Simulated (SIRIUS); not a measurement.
# MgB2 in SIRIUS: the effect of functional

The system is MgB2.

```
Mg B
1.0
     0.00000    2.99364    2.99364
     2.99364    0.00000    2.99364
     2.99364    2.99364    0.00000
Mg B
2 4
Direct
  0.00000 0.00000 0.00000
  0.25000 0.25000 0.25000
  0.62500 0.12500 0.62500
  0.62500 0.62500 0.12500
  0.12500 0.62500 0.62500
  0.62500 0.62500 0.62500
```

The cell was built by a generator and needn't be a form met in nature.

Alike in all runs:

```yaml
Program: SIRIUS 7.10.0
Task: single point
Potentials_or_basis: PseudoDojo 0.4.1 PBE standard (scalar relativistic)
Cutoff: 1152 eV
Density_cutoff: 4606 eV
k_mesh: 7 × 7 × 7
Occupations: fermi-dirac, width 0.05 eV
Spin: no spin polarisation
```

```tsv
functional	pressure (GPa)
LDA	-3.9
PBE	0.4
PBEsol	-1.6
RPBE	2.5
revPBE	2.1
BLYP	5.4
PW91	1.1
AM05	-2.3
OPBE	?
RGE2	-0.2
SOGGA	-2.7
```

What does the run with functional OPBE give?

Pressure -6.0 GPa.

Caveats: the potentials were made for another functional, which shifts forces and pressure (some runs).
